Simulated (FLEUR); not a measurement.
# Bi under changes of volume

One of the cells (35.070 Å³/atom); the others are scaled copies at fixed shape and fractional positions:

```
Bi
1.0
     2.26750    1.30914    3.93800
    -2.26750    1.30914    3.93800
     0.00000   -2.61828    3.93800
Bi
2
Cartesian
  0.0000 0.0000 9.0495
  0.0000 0.0000 2.7645
```

```yaml
Program: FLEUR MaX-R8.1 (later development tree)
Functional: PBE
Potentials_or_basis: all-electron
Basis: FLAPW
Kmax: 3.8 1/bohr
k_mesh: 7 × 7 × 7
Occupations: fermi-dirac, width 0.05 eV
Spin: no spin polarisation
```

```csv
volume (Å³/atom),energy over the lowest point (meV/atom),gap on the mesh (eV)
32.965,61.66,0.30
33.667,38.99,0.28
34.368,21.98,0.27
35.070,?,?
35.771,2.99,0.25
36.472,0.00,0.25
37.174,0.84,0.24
```

Q: What does the run at 35.070 Å³/atom give?

A: Energy over the lowest point 10.16 meV/atom; gap on the mesh 0.26 eV.

Worked out: A Birch-Murnaghan fit of order 3 (a polynomial in V^(-2/3)) to the other rows has its minimum at 36.66 Å³/atom with B0 = V·E''(V) = 44 GPa and B' = 4.2 at fixed shape and positions, which overstates the stiffness. It gives 10.16 meV/atom at 35.070 Å³/atom, against the run's 10.16. A straight line through the other rows of the gap, of slope -0.465 eV per unit of ln V, gives 0.26 eV, against the run's 0.26.

Energies are extrapolated to zero smearing.

Caveats: spin-orbit coupling is left out, which as a rule narrows the gap of such compounds by several tenths of an eV; an odd mesh through Γ misses points on the zone boundary, where band edges often lie.
